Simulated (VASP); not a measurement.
# Cd (Fm-3m) in VASP: a series of runs

The runs below take Cd through relaxation of the atoms, single point, with r2SCAN, PBE.

Everything below comes from runs of VASP 6.6.1. Logs are shortened: lines on timing, memory, paths and dates and some standing lists are left out, and cuts for length are marked.

**1. The structure**

It takes space group Fm-3m (No. 225, cubic). Conventional cell: a = 4.436 Å, b = 4.436 Å, c = 4.436 Å, α = 90.00°, β = 90.00°, γ = 90.00°. Cd (site symmetry m-3m) is surrounded by 12 Cd at 3.14 Å.

This isn't the form of Cd at room conditions, which is hcp.

**2. Relaxation of the atoms, r2SCAN (cell strained at random at fixed volume)**

run.py

```python
from ase.calculators.vasp import Vasp
from ase.io import read

atoms = read('POSCAR')
calc = Vasp(
    directory='calc',
    xc='r2scan',
    pp='PBE',
    setups='recommended',
    prec='Accurate',
    encut=520,
    ediff=1e-06,
    ismear=1,
    sigma=0.1,
    lreal=False,
    lasph=True,
    nelm=80,
    algo='Normal',
    isif=2,
    lwave=False,
    lcharg=False,
    lmixtau=True,
    ibrion=2,
    nsw=40,
    ediffg=-0.01,
    kpts=[7, 7, 7],
    gamma=True,
)
atoms.calc = calc

print('energy (eV):', atoms.get_potential_energy())
print('free energy (eV):', atoms.get_potential_energy(force_consistent=True))
print('forces (eV/A):')
print(atoms.get_forces())
print('stress (eV/A^3, Voigt):', atoms.get_stress())
print('Fermi level (eV):', calc.get_fermi_level())
print('cell (A, degrees):', atoms.cell.cellpar())
print('volume (A^3):', atoms.get_volume())
print('scaled positions:')
print(atoms.get_scaled_positions())
```

POSCAR

```
Cd
1.0
   -0.0280460000      2.2259560000      2.2230910000
    2.1870850000     -0.0156480000      2.2106920000
    2.1879660000      2.2144370000     -0.0165280000
Cd
1
Direct
   -0.0083220000      0.0042220000     -0.0061630000
```

Potentials or basis: VASP PAW PBE potentials, release 64 (Cd).

Run with:

```console
> python run.py
```

The program printed:

```text
energy (eV): -20.11832704
free energy (eV): -20.11829488
forces (eV/A):
[[-0.  0. -0.]]
stress (eV/A^3, Voigt): [-0.00275217  0.00611129  0.00511143 -0.00071675 -0.00455437 -0.00426978]
Fermi level (eV): 2.64740522
cell (A, degrees): [ 3.14607697  3.10978211  3.11306916 60.86015719 60.44380523 60.49517701]
volume (A^3): 21.827425445091862
scaled positions:
[[0.991678 0.004222 0.993837]]
```

OUTCAR:

```text
ENCUT = 520.000000
   EDIFF = 1.00e-06
   EDIFFG = -1.00e-02
   METAGGA = R2SCAN
   PREC = Accurate
   IBRION = 2
   ISIF = 2
   ISMEAR = 1
   NELM = 80
   NSW = 40
   LASPH = .TRUE.
   LREAL = .FALSE.

 ion  position               nearest neighbor table
   1  0.992  0.004  0.994-

  LATTYP: Found a triclinic cell.
 ALAT       =     5.4386792593
 B/A-ratio  =     0.5795141091
 C/A-ratio  =     0.8096222662
 COS(alpha) =     0.0005563545
 COS(beta)  =     0.4001112520
 COS(gamma) =     0.8698678076

  Lattice vectors:

 A1 = (  -2.1888470000,  -4.4445220000,   2.2437480000)
 A2 = (  -0.0008810000,  -2.2300850000,   2.2272200000)
 A3 = (  -4.4030970000,   0.0271670000,   0.0289270000)

Analysis of symmetry for initial positions (statically):
=====================================================================
 Subroutine PRICEL returns:
 Original cell was already a primitive cell.

 Routine SETGRP: Setting up the symmetry group for a
 triclinic supercell.

 Subroutine GETGRP returns: Found  2 space group operations
 (whereof  1 operations were pure point group operations)
 out of a pool of  2 trial point group operations.

The static configuration has the point symmetry C_1 .
 The point group associated with its full space group is S_2 .

Analysis of symmetry for dynamics (positions and initial velocities):
=====================================================================
 Subroutine PRICEL returns:
 Original cell was already a primitive cell.

 Routine SETGRP: Setting up the symmetry group for a
 triclinic supercell.

 Subroutine GETGRP returns: Found  2 space group operations
[... 137 lines left out ...]
  volume of cell :       21.83
 maximum number of plane-waves:       600
   NGX = 11   NGY = 11   NGZ = 11

 number of electron      12.0000000 magnetization

 Free energy of the ion-electron system (eV)
  ---------------------------------------------------
  ext. energy  EPLUGINS =         0.00000000
  ---------------------------------------------------
  free energy    TOTEN  =       -20.11829488 eV

  energy without entropy =      -20.11839137  energy(sigma->0) =      -20.11832704

 E-fermi :   2.6474     XC(G=0): -11.7720

 val. band max:        2.5669617405   @ k =   0.0000  -0.4286   0.4286
 cond. band min:       2.9786233178   @ k =   0.4286  -0.0000   0.0000
 fundamental gap:      0.4116615774
 Fermi energy:         2.6474052243

 k-point     1 :       0.0000    0.0000    0.0000
  band No.  band energies     occupation
      1      -6.8163      2.00000
      2      -6.8061      2.00000
      3      -6.7478      2.00000
      4      -6.3464      2.00000
      5      -6.3443      2.00000
      6      -6.3091      2.00000
      7      17.1670      0.00000
      8      18.2308      0.00000
      9      18.4911      0.00000
     10      18.8925      0.00000
[... 287 lines left out ...]
 k-point    24 :      -0.2857    0.4286   -0.0000
  band No.  band energies     occupation
      1      -7.2150      2.00000
      2      -6.8723      2.00000
      3      -6.3995      2.00000
      4      -6.3110      2.00000
      5      -5.9512      2.00000
      6       2.2043      2.00000
      7       3.4209     -0.00000
      8       7.3733      0.00000
      9      12.3071      0.00000
     10      15.1966      0.00000

 [... further k-points ...]

------------------------ aborting loop because EDIFF is reached ----------------------------------------

  FORCE on cell =-STRESS in cart. coord.  units (eV):
  Direction    XX          YY          ZZ          XY          YZ          ZX
  --------------------------------------------------------------------------------------
  -------------------------------------------------------------------------------------
  Total        0.0600727     -0.1333936     -0.1115692      0.0931984      0.0156448      0.0994101
  in kB        4.4094571     -9.7913643     -8.1894093      6.8409508      1.1483600      7.2969063
  external PRESSURE =      -4.5237722 kB  Pullay stress =       0.0000000 kB

 VOLUME and BASIS-vectors are now :
 -----------------------------------------------------------------------------
  energy-cutoff  :      520.00
  volume of cell :       21.83
      direct lattice vectors                 reciprocal lattice vectors
    -0.028046000  2.225956000  2.223091000    -0.224267381  0.223254322  0.223452796
     2.187085000 -0.015648000  2.210692000     0.227222655 -0.222819864  0.225973611
     2.187966000  2.214437000 -0.016528000     0.227039605  0.225591885 -0.223018337

 POSITION                                       TOTAL-FORCE (eV/Angst)
 -----------------------------------------------------------------------------------
      2.15590      4.40815      2.19750        -0.000000      0.000000     -0.000000
 -----------------------------------------------------------------------------------
    total drift:                                0.000007     -0.000014      0.000005

  FREE ENERGIE OF THE ION-ELECTRON SYSTEM (eV)
  ---------------------------------------------------
  free  energy   TOTEN  =       -20.1182948786 eV

  energy  without entropy=      -20.1183913670  energy(sigma->0) =      -20.11832704

 reached required accuracy - stopping structural energy minimisation
```

INCAR:

```text
ENCUT = 520.000000
SIGMA = 0.100000
EDIFF = 1.00e-06
EDIFFG = -1.00e-02
ALGO = Normal
METAGGA = R2SCAN
PREC = Accurate
IBRION = 2
ISIF = 2
ISMEAR = 1
NELM = 80
NSW = 40
LASPH = .TRUE.
LCHARG = .FALSE.
LWAVE = .FALSE.
LMIXTAU = .TRUE.
LREAL = .FALSE.
```

It took 51 s on 1 thread of Intel Xeon 6975P-C (Granite Rapids), shared host; peak memory 0.17 GiB.

What came out:

- Free energy: -20.1183 eV
- Pressure after relaxing: -0.5 GPa
- Band gap on the k mesh: none (metal or under the smearing width)

Stress tensor (GPa, compression positive):
```
 0.44  0.68  0.73
 0.68 -0.98  0.11
 0.73  0.11 -0.82
```

Final structure:
```
Cd
1.0
    -0.02805    2.22596    2.22309
     2.18709   -0.01565    2.21069
     2.18797    2.21444   -0.01653
Cd
1
Cartesian
  2.1559 4.4082 2.1975
```

Caveat: the relaxation stopped at its first step, so nothing moved; the PAW data sets were made with another functional, which shifts forces and pressure a little.

**3. Single point, PBE**

INCAR

```
PREC = Accurate ; ENCUT = 500
EDIFF = 1E-6 ; ISMEAR = 0
SIGMA = 0.1 ; LREAL = False
LASPH = True ; NELM = 60
ALGO = Normal ; ISIF = 2
LWAVE = False ; LCHARG = False
GGA = PE
```

KPOINTS

```
regular mesh
0
Gamma
  10 10 10
```

POSCAR

```
Cd
3.1369
    0.000000000000      0.707115225222      0.707115225222
    0.707115225222      0.000000000000      0.707115225222
    0.707115225222      0.707115225222      0.000000000000
Cd
1
Direct
    0.0000000000      0.0000000000      0.0000000000
```

Potentials or basis: VASP PAW PBE potentials, release 64 (Cd).

Run with:

```console
> cat potpaw_PBE.64/Cd/POTCAR > POTCAR
> mpirun -np 1 vasp_std > vasp.out
```

Run time: 5.2 s. Hardware: 1 thread of Intel Xeon Platinum 8259CL at 2.50GHz (Skylake/Cascade Lake), shared host; peak memory 0.13 GiB.

The run converged. Its results:

```
Free energy            : -0.7322 eV
Pressure               : 2.6 GPa
Band gap on the k mesh : none (metal or under the smearing width)
```

Levels at points of the mesh, in eV from the Fermi level:
| k point | band 4 | band 5 | band 6 | band 7 | band 8 | band 9 |
| --- | --- | --- | --- | --- | --- | --- |
| (0.00, 0.00, 0.00) | -8.93 | -8.83 | -8.83 | 13.75 | 14.81 | 14.81 |
| (0.50, 0.00, 0.00) | -8.46 | -8.46 | -2.47 | -1.47 | 12.40 | 12.40 |
| (0.50, 0.50, 0.00) | -8.36 | -8.36 | -0.95 | 1.24 | 6.64 | 6.64 |

**4. Single point, PBE**

run.py

```python
from ase.calculators.vasp import Vasp
from ase.dft.bandgap import bandgap
from ase.io import read

atoms = read('Cd.cif', primitive_cell=True, subtrans_included=False)
calc = Vasp(
    directory='calc',
    xc='pbe',
    pp='PBE',
    setups='minimal',
    prec='Accurate',
    encut=500,
    ediff=1e-06,
    ismear=0,
    sigma=0.1,
    lreal=False,
    lasph=True,
    nelm=60,
    algo='Normal',
    isif=2,
    lwave=False,
    lcharg=False,
    kpts=[10, 10, 10],
    gamma=True,
    nbands=12,
)
atoms.calc = calc

print('energy (eV):', atoms.get_potential_energy())
print('free energy (eV):', atoms.get_potential_energy(force_consistent=True))
print('forces (eV/A):')
print(atoms.get_forces())
print('stress (eV/A^3, Voigt):', atoms.get_stress())
print('Fermi level (eV):', calc.get_fermi_level())
gap, top, bottom = bandgap(calc)
print('band gap (eV):', gap, 'from (spin, k, band)', top, 'to', bottom)
```

Cd.cif

```cif
data_Cd
_cell_length_a 4.43629950
_cell_length_b 4.43629950
_cell_length_c 4.43629950
_cell_angle_alpha 90.00000000
_cell_angle_beta 90.00000000
_cell_angle_gamma 90.00000000
_space_group_name_H-M_alt 'Fm-3m'
_space_group_name_Hall '-F 4 2 3'
_space_group_IT_number 225
loop_
_space_group_symop_operation_xyz
'x,y,z'
'-x,-y,-z'
'-y,x,z'
'y,-x,-z'
'-x,-y,z'
'x,y,-z'
'y,-x,z'
'-y,x,-z'
'x,-y,-z'
'-x,y,z'
'-y,-x,-z'
'y,x,z'
'-x,y,-z'
'x,-y,z'
'y,x,-z'
'-y,-x,z'
'z,x,y'
'-z,-x,-y'
'z,-y,x'
'-z,y,-x'
'z,-x,-y'
'-z,x,y'
'z,y,-x'
'-z,-y,x'
'-z,x,-y'
'z,-x,y'
'-z,-y,-x'
'z,y,x'
'-z,-x,y'
'z,x,-y'
'-z,y,x'
'z,-y,-x'
'y,z,x'
'-y,-z,-x'
'x,z,-y'
'-x,-z,y'
'-y,z,-x'
'y,-z,x'
'-x,z,y'
'x,-z,-y'
'-y,-z,x'
'y,z,-x'
'-x,-z,-y'
'x,z,y'
'y,-z,-x'
'-y,z,x'
'x,-z,y'
'-x,z,-y'
'x,y+1/2,z+1/2'
'-x,-y+1/2,-z+1/2'
'-y,x+1/2,z+1/2'
[... 62 lines left out ...]
'-z+1/2,-x,-y+1/2'
'z+1/2,-y,x+1/2'
'-z+1/2,y,-x+1/2'
'z+1/2,-x,-y+1/2'
'-z+1/2,x,y+1/2'
'z+1/2,y,-x+1/2'
'-z+1/2,-y,x+1/2'
'-z+1/2,x,-y+1/2'
'z+1/2,-x,y+1/2'
'-z+1/2,-y,-x+1/2'
'z+1/2,y,x+1/2'
'-z+1/2,-x,y+1/2'
'z+1/2,x,-y+1/2'
'-z+1/2,y,x+1/2'
'z+1/2,-y,-x+1/2'
'y+1/2,z,x+1/2'
'-y+1/2,-z,-x+1/2'
'x+1/2,z,-y+1/2'
'-x+1/2,-z,y+1/2'
'-y+1/2,z,-x+1/2'
'y+1/2,-z,x+1/2'
'-x+1/2,z,y+1/2'
'x+1/2,-z,-y+1/2'
'-y+1/2,-z,x+1/2'
'y+1/2,z,-x+1/2'
'-x+1/2,-z,-y+1/2'
'x+1/2,z,y+1/2'
'y+1/2,-z,-x+1/2'
'-y+1/2,z,x+1/2'
'x+1/2,-z,y+1/2'
'-x+1/2,z,-y+1/2'
'x+1/2,y+1/2,z'
'-x+1/2,-y+1/2,-z'
'-y+1/2,x+1/2,z'
'y+1/2,-x+1/2,-z'
'-x+1/2,-y+1/2,z'
'x+1/2,y+1/2,-z'
'y+1/2,-x+1/2,z'
'-y+1/2,x+1/2,-z'
'x+1/2,-y+1/2,-z'
'-x+1/2,y+1/2,z'
'-y+1/2,-x+1/2,-z'
'y+1/2,x+1/2,z'
'-x+1/2,y+1/2,-z'
'x+1/2,-y+1/2,z'
'y+1/2,x+1/2,-z'
'-y+1/2,-x+1/2,z'
'z+1/2,x+1/2,y'
'-z+1/2,-x+1/2,-y'
'z+1/2,-y+1/2,x'
'-z+1/2,y+1/2,-x'
'z+1/2,-x+1/2,-y'
'-z+1/2,x+1/2,y'
'z+1/2,y+1/2,-x'
'-z+1/2,-y+1/2,x'
'-z+1/2,x+1/2,-y'
'z+1/2,-x+1/2,y'
'-z+1/2,-y+1/2,-x'
'z+1/2,y+1/2,x'
'-z+1/2,-x+1/2,y'
'z+1/2,x+1/2,-y'
'-z+1/2,y+1/2,x'
'z+1/2,-y+1/2,-x'
'y+1/2,z+1/2,x'
'-y+1/2,-z+1/2,-x'
'x+1/2,z+1/2,-y'
'-x+1/2,-z+1/2,y'
'-y+1/2,z+1/2,-x'
'y+1/2,-z+1/2,x'
'-x+1/2,z+1/2,y'
'x+1/2,-z+1/2,-y'
'-y+1/2,-z+1/2,x'
'y+1/2,z+1/2,-x'
'-x+1/2,-z+1/2,-y'
'x+1/2,z+1/2,y'
'y+1/2,-z+1/2,-x'
'-y+1/2,z+1/2,x'
'x+1/2,-z+1/2,y'
'-x+1/2,z+1/2,-y'
loop_
_atom_site_label
_atom_site_type_symbol
_atom_site_symmetry_multiplicity
_atom_site_Wyckoff_symbol
_atom_site_fract_x
_atom_site_fract_y
_atom_site_fract_z
_atom_site_occupancy
Cd1 Cd 4 a 0.0000000000 0.0000000000 0.0000000000 1
```

Run with:

```console
> python run.py
```

It took 9.9 s on 1 thread of Intel Xeon Platinum 8259CL at 2.50GHz (Skylake/Cascade Lake), shared host; peak memory 0.14 GiB.

Results (log left out):

| Quantity | Value |
| --- | --- |
| Free energy | -0.7322 eV |
| Pressure | 2.6 GPa |
| Band gap on the k mesh | none (metal or under the smearing width) |

Levels at points of the mesh, in eV from the Fermi level:
| k point | band 3 | band 4 | band 5 | band 6 | band 7 | band 8 | band 9 | band 10 |
| --- | --- | --- | --- | --- | --- | --- | --- | --- |
| (0.00, 0.00, 0.00) | -9.28 | -8.93 | -8.83 | -8.83 | 13.75 | 14.81 | 14.81 | 14.81 |
| (0.50, 0.00, 0.00) | -9.28 | -8.46 | -8.46 | -2.47 | -1.47 | 12.40 | 12.40 | 12.86 |
| (0.50, 0.50, 0.00) | -8.48 | -8.36 | -8.36 | -0.95 | 1.24 | 6.64 | 6.64 | 10.90 |
